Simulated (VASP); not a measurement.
C, 2 atoms in the cell. It takes space group Fd-3m (No. 227, cubic). Conventional cell: a = 3.548 Å, b = 3.548 Å, c = 3.548 Å, α = 90.00°, β = 90.00°, γ = 90.00°. C (site symmetry -43m) is surrounded by 4 C at 1.54 Å. This isn't the form of C at room conditions, which is graphite. The cell isn't the ideal one: a relaxed cell with its volume scaled by 0.98.

- Program: VASP 6.6.1
- Task: relaxation of the atoms
- Functional: PBE
- Potentials or basis: VASP PAW PBE potentials, release 64 (C)
- Cutoff: 600 eV
- k mesh: 14 × 14 × 14
- Occupations: gaussian, width 0.03 eV
- Spin: no spin polarisation
- Further INCAR settings: ALGO = Normal; EDIFF = 1e-07; IBRION = 2; EDIFFG = -0.01; NSW = 40

Potentials or basis: VASP PAW PBE potentials, release 64 (C).

Run with:

```sh
$ cat potpaw_PBE.64/C/POTCAR > POTCAR
$ mpirun -np 1 vasp_std > vasp.out
```

Hardware: 1 thread of Intel(R) Xeon(R) Platinum 8559C (Emerald Rapids), on a shared host.

Task: How long does it take, and how much memory?

Result: Wall time 8.1 s on 1 thread of Intel(R) Xeon(R) Platinum 8559C (Emerald Rapids), on a shared host, peak memory 0.12 GiB. Counts: scf iterations 12, k points 104, ion steps 1.
